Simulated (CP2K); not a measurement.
Runs of CP2K 2026.2 on GaN. Symmetry: F-43m, No. 216, cubic system. The conventional cell has a = 4.507 Å, b = 4.507 Å, c = 4.507 Å, α = 90.00°, β = 90.00°, γ = 90.00°. Ga (site symmetry -43m) is surrounded by 4 N at 1.95 Å. N (site symmetry -43m) is surrounded by 4 Ga at 1.95 Å. The cell is a database's computed one.

| task | level | potentials or basis | cell | smearing | quickstep method | EPS_DEFAULT | NGRIDS | CUTOFF of the grids | points a segment of the path (NPOINTS) | gap on the mesh (eV) | pressure (GPa) |
| --- | --- | --- | --- | --- | --- | --- | --- | --- | --- | --- | --- |
| single point | PBE | POTENTIAL_UZH Ga GTH-PBE-q13, N GTH-PBE-q5; TZVP-MOLOPT-PBE-GTH basis | atoms moved at random, drawn with an rms of 0.02 Å | fermi-dirac 0.05 eV | GAPW | 1.0E-10 | 4 | 500 Ry | - | 1.64 | 6.9 |
| band structure | LDA | GTH_POTENTIALS Ga GTH-PADE-q13, N GTH-PADE-q5; TZVP-MOLOPT-PBE-GTH basis | as given | fermi-dirac 0.05 eV | GPW | 1.0E-9 | 4 | 450 Ry | 10 | 1.68 | -4.2 |
| band structure | PBEsol | POTENTIAL_UZH Ga GTH-PBE-q13, N GTH-PBE-q5; TZVP-MOLOPT-PBE-GTH basis | as given | fermi-dirac 0.1 eV | GPW | 1.0E-10 | 4 | 450 Ry | 8 | 1.59 | (a) |
| band structure | r2SCAN | POTENTIAL_UZH Ga GTH-SCAN-q13, N GTH-SCAN-q5; TZVP-MOLOPT-SCAN-GTH basis | as given | fermi-dirac 0.05 eV | GPW | 1.0E-9 | 5 | 675 Ry | 10 | (b) | 0.4 |

Alike in all rows: no spin polarisation; k mesh 10 × 10 × 10.

Problem. Fill in the values left out.

Solution. (a) 1.7; (b) 2.02.

Caveats: the basis of atomic orbitals isn't converged, which shifts pressures, moduli and gaps; the potentials were made for another functional, which shifts forces and pressure (some runs).

A k mesh can miss the band edges, and the runs leave out spin-orbit coupling on Ga.
